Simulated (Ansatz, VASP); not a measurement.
Two plane-wave programs on Pd

```xyz
1
Lattice="0.0000 1.9390 1.9390 1.9390 0.0000 1.9390 1.9390 1.9390 0.0000" Properties=species:S:1:pos:R:3 pbc="T T T"
Pd    0.0000    0.0000    0.0000
```

Alike in both runs: functional PBEsol; k mesh 24 × 24 × 24; occupations fermi-dirac, width 0.1 eV; no spin polarisation.

Ansatz relaxed the structure, and its values are those at the end. VASP's run is a single point on that final structure, the one shown.

|  | VASP | Ansatz |
| --- | --- | --- |
| version | VASP 6.6.1 | Ansatz 0.2.0 |
| potentials or method | VASP PAW PBE potentials, release 64 (Pd) | PAW with Ansatz's default frozen-core files, scalar-relativistic |
| plane-wave cutoff (eV) | 520 | 420 |
| valence electrons in the cell | 10 | 18 |

```csv
,VASP,Ansatz,Ansatz less VASP
pressure (GPa),-0.4,0.0,+0.33
```

With one functional, cell and mesh, what is left measures potentials, basis and numerics. The two sets of potentials don't hold the same shells in valence.

Caveats: the PAW data sets were made with another functional, which shifts forces and pressure a little (VASP).
